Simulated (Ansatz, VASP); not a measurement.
**GdO: VASP beside Ansatz**

POSCAR

```
GdO
1.0
    2.8018137600      0.0000000000      0.0000000000
    0.0000000000      2.8018137600      0.0000000000
    0.0000000000      0.0000000000      2.8018137600
Gd O
1 1
Direct
    0.0000000000      0.0000000000      0.0000000000
    0.5000000000      0.5000000000      0.5000000000
```

The input INCAR.step1:

```
ALGO = Normal ; EDIFF = 1E-4
ENCUT = 520 ; GGA = PE
ISMEAR = -1 ; ISPIN = 2
LASPH = True ; LCHARG = False
LDAU = True ; LDAUJ = 0 0
LDAUL = 3 -1 ; LDAUTYPE = 2
LDAUU = 5 0 ; LMAXMIX = 6
LREAL = False ; LWAVE = True
MAGMOM = 7 0 ; NBANDS = 23
NELM = 150 ; PREC = Accurate
SIGMA = 0.05
```

Contents of INCAR.step2:

```
ALGO = Normal ; EDIFF = 1E-6
ENCUT = 520 ; ISIF = 2
ISMEAR = -1 ; ISPIN = 2
ISTART = 1 ; LASPH = True
LCHARG = True ; LDAU = True
LDAUJ = 0 0 ; LDAUL = 3 -1
LDAUPRINT = 1 ; LDAUTYPE = 2
LDAUU = 5 0 ; LELF = True
LMAXMIX = 6 ; LMIXTAU = True
LORBIT = 11 ; LREAL = False
LVHAR = True ; LWAVE = False
MAGMOM = 7 0 ; METAGGA = R2SCAN
NBANDS = 23 ; NELM = 150
PREC = Accurate ; SIGMA = 0.05
```

KPOINTS

```
k-points
0
Gamma
  9 9 9
```

File input.yaml:

```yaml
crystal:
  lattice:
    - [2.80181376, 0.0, 0.0]
    - [0.0, 2.80181376, 0.0]
    - [0.0, 0.0, 2.80181376]
  atoms:
    - { symbol: Gd, position: [0.0, 0.0, 0.0], spin: 7.0 }
    - { symbol: O, position: [0.5, 0.5, 0.5] }
hamiltonian:
  xc: r2scan
  pseudopotentials: { kind: paw }
  hubbard: { sites: [{ species: Gd, l: f, u_eff: 5.0 }] }
magnetization:
  spin_polarized: true
kpoints:
  mp_grid: { grid: [9, 9, 9] }
scf:
  occupations: { method: fermi_dirac, width: 0.05 }
  n_extra_bands: 6
output:
  forces: true
  stress: true
  eigenvalues: true
  dos: { projected: true, de: 0.05, nscf_kmesh: { grid: [14, 14, 14] } }
  write_density: true
  write_potential: true
  elf: true
  volumetric_format: npy
```

The cell comes from a database or a generator and needn't be the stable form of this composition.

Alike in both runs: functional r2SCAN; k mesh 9 × 9 × 9; occupations fermi-dirac, width 0.05 eV; collinear spin; Hubbard terms Gd f U = 5.0 eV.

|  | VASP | Ansatz |
| --- | --- | --- |
| version | VASP 6.6.1 | Ansatz 0.2.0 |
| potentials or method | VASP PAW PBE potentials, release 64 (Gd, O) | Ansatz PAW |
| plane-wave cutoff (eV) | 520 | 500 |
| valence electrons in the cell | 24 | 24 |
| task | single point | projected density of states |

VASP gave:

| Property | Result |
| --- | --- |
| gap on the k mesh at the Fermi level (eV) | none |
| net moment per atom (μB) | 3.80 |
| size of the moment on the site where the two differ most (μB) | 0.04 |

Task: What did Ansatz give for the same quantities?

Result: gap on the k mesh at the Fermi level (eV): none; net moment per atom (μB): 3.80; size of the moment on the site where the two differ most (μB): 0.01.

Site moments also hang on the region over which each program counts them. The programs project onto different local orbitals, so the same U acts differently. A gap of «none» marks a metal or a gap that the smearing closes.

Caveats: spin-orbit coupling is left out, which moves the levels of the heavy elements; a cell with one magnetic atom can't hold antiferromagnetic order, which such compounds often take; the magnetic or orbital state may not be the lowest (Ansatz); the density of states is complete only up to the lowest level of the last band computed (Ansatz). The state reached can hang on the start; a lower one may exist.
